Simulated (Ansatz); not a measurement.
# Band structure of MnSb

```yaml
crystal:
  lattice:
    - [0.00000, 3.09009, 3.09009]
    - [3.09009, 0.00000, 3.09009]
    - [3.09009, 3.09009, 0.00000]
  atoms:
    - { symbol: Mn, position: [0.00000, 0.00000, 0.00000] }
    - { symbol: Sb, position: [0.25000, 0.25000, 0.25000] }
```

Atoms are numbered in the order listed.

Conventional cell: a = 6.180 Å, b = 6.180 Å, c = 6.180 Å, α = 90.00°, β = 90.00°, γ = 90.00°. Mn (atom 1) is surrounded by 4 Sb at 2.68 Å. Sb (atom 2) is surrounded by 4 Mn at 2.68 Å.

The cell was built from the zincblende type and relaxed in the same program, and has space group F-43m; it needn't be a known or the stable phase.

Other magnetic orders may lie lower; this is the state that the run reached.

Spin–orbit coupling is left out, though it moves levels of the heavy atoms by tenths of an eV or more.

All numbers below come from Ansatz 0.2.0, DFT, PBE, all-electron LAPW, scalar-relativistic.

Settings: a Γ-centred 10×10×10 k mesh, Fermi–Dirac smearing of 0.03 eV, basis error target 0.5 meV/atom, spin-polarised from start moments Mn1 4 μB, ending with a cell moment of 4.00 μB.

Points in fractions of the reciprocal vectors of this cell: Γ (0, 0, 0), X (-0.5, -0.5, 0), U (-0.375, -0.375, 0.25), K (-0.375, 0, 0.375), L (0, 0, 0.5), W (-0.5, -0.25, 0.25). The path joins them by straight lines in the order Γ–X–U–K–Γ–L–W–X; legs that retrace an earlier one aren't tabulated. Energies are in eV from the Fermi level.

Q: Metal or insulator at this level of theory?

A: No gap opens: metallic or semimetallic.

Q: Tabulate bands 13 to 20 of the spin-down channel, counted from the lowest band of the run, along the path.

A: 
| k (1/Å) | point | band 13 | band 14 | band 15 | band 16 | band 17 | band 18 | band 19 | band 20 |
| --- | --- | --- | --- | --- | --- | --- | --- | --- | --- |
| 0.00 | Γ | -28.25 | -9.90 | -1.35 | -1.35 | -1.35 | 0.91 | 0.91 | 3.76 |
| 0.25 |  | -28.25 | -9.74 | -1.70 | -1.35 | -1.35 | 0.81 | 0.94 | 2.94 |
| 0.51 |  | -28.24 | -9.32 | -2.47 | -1.36 | -1.36 | 0.56 | 1.01 | 2.12 |
| 0.76 |  | -28.24 | -8.81 | -3.21 | -1.36 | -1.36 | 0.32 | 1.08 | 1.26 |
| 1.02 | X | -28.24 | -8.56 | -3.54 | -1.34 | -1.34 | 0.24 | 0.86 | 1.10 |
| 1.11 |  | -28.24 | -8.56 | -3.52 | -1.44 | -1.34 | 0.24 | 0.83 | 1.05 |
| 1.20 |  | -28.24 | -8.56 | -3.44 | -1.69 | -1.33 | 0.25 | 0.80 | 0.99 |
| 1.29 |  | -28.24 | -8.56 | -3.31 | -2.01 | -1.31 | 0.26 | 0.83 | 0.93 |
| 1.38 | U | -28.24 | -8.58 | -3.14 | -2.32 | -1.28 | 0.30 | 0.88 | 0.91 |
| 1.53 |  | -28.24 | -8.60 | -3.02 | -2.42 | -1.36 | 0.32 | 0.78 | 1.00 |
| 1.69 |  | -28.24 | -8.61 | -2.96 | -2.44 | -1.44 | 0.33 | 0.72 | 1.03 |
| 1.84 |  | -28.24 | -8.60 | -3.02 | -2.42 | -1.36 | 0.32 | 0.78 | 1.00 |
| 2.00 | K | -28.24 | -8.58 | -3.14 | -2.32 | -1.28 | 0.30 | 0.88 | 0.91 |
| 2.27 |  | -28.24 | -8.81 | -2.96 | -2.31 | -1.22 | 0.58 | 0.76 | 1.20 |
| 2.54 |  | -28.24 | -9.28 | -2.60 | -1.64 | -1.22 | 0.74 | 0.93 | 1.51 |
| 2.81 |  | -28.25 | -9.73 | -1.79 | -1.37 | -1.30 | 0.84 | 0.91 | 2.62 |
| 3.08 | Γ | -28.25 | -9.90 | -1.35 | -1.35 | -1.35 | 0.91 | 0.91 | 3.76 |
| 3.30 |  | -28.25 | -9.78 | -1.68 | -1.33 | -1.33 | 0.89 | 0.89 | 2.70 |
| 3.52 |  | -28.25 | -9.47 | -2.47 | -1.29 | -1.29 | 0.86 | 0.86 | 1.65 |
| 3.74 |  | -28.24 | -9.09 | -3.29 | -1.26 | -1.26 | 0.89 | 0.89 | 0.99 |
| 3.96 | L | -28.24 | -8.91 | -3.65 | -1.25 | -1.25 | 0.78 | 0.93 | 0.93 |
| 4.14 |  | -28.24 | -8.86 | -3.56 | -1.47 | -1.25 | 0.70 | 0.91 | 0.95 |
| 4.32 |  | -28.24 | -8.74 | -3.30 | -1.98 | -1.29 | 0.53 | 0.83 | 0.98 |
| 4.50 |  | -28.24 | -8.61 | -2.96 | -2.44 | -1.44 | 0.33 | 0.72 | 1.03 |
| 4.68 | W | -28.24 | -8.55 | -2.85 | -2.54 | -1.57 | 0.24 | 0.68 | 1.06 |
| 4.80 |  | -28.24 | -8.55 | -3.08 | -2.25 | -1.54 | 0.24 | 0.69 | 1.06 |
| 4.93 |  | -28.24 | -8.55 | -3.33 | -1.83 | -1.46 | 0.24 | 0.72 | 1.06 |
| 5.06 |  | -28.24 | -8.56 | -3.49 | -1.49 | -1.38 | 0.24 | 0.80 | 1.07 |
| 5.18 | X | -28.24 | -8.56 | -3.54 | -1.34 | -1.34 | 0.24 | 0.86 | 1.10 |
